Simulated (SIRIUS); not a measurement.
Pb:

```
Pb
1.0
     0.00000    2.47502    2.47502
     2.47502    0.00000    2.47502
     2.47502    2.47502    0.00000
Pb
1
Direct
  0.00000 0.00000 0.00000
```

```yaml
Program: SIRIUS 7.10.0
Task: single point
Functional: PBEsol
Potentials_or_basis: PseudoDojo 0.4.1 PBEsol standard (scalar relativistic)
Cutoff: 765 eV
Density_cutoff: 3061 eV
k_mesh: 9 × 9 × 9
Occupations: fermi-dirac, width 0.05 eV
Spin: no spin polarisation
```

On this cell: pressure -0.6 GPa; band gap on the k mesh none (metal or under the smearing width).

The same run follows on a disturbed copy (cell strained at random at fixed volume):

```
Pb
1.0
    -0.00696    2.46968    2.44843
     2.44759   -0.02698    2.46845
     2.45382    2.49594   -0.03322
Pb
1
Direct
  0.98764 0.00709 0.01656
```

**Question.** What changes?

**Answer.** The energy (extrapolated to zero smearing) moves by +1.9 meV/atom; pressure -0.6 GPa; band gap on the k mesh none (metal or under the smearing width).

Stress tensor (GPa, compression positive):
```
-0.37 -0.01  0.17
-0.01 -0.74  0.73
 0.17  0.73 -0.58
```
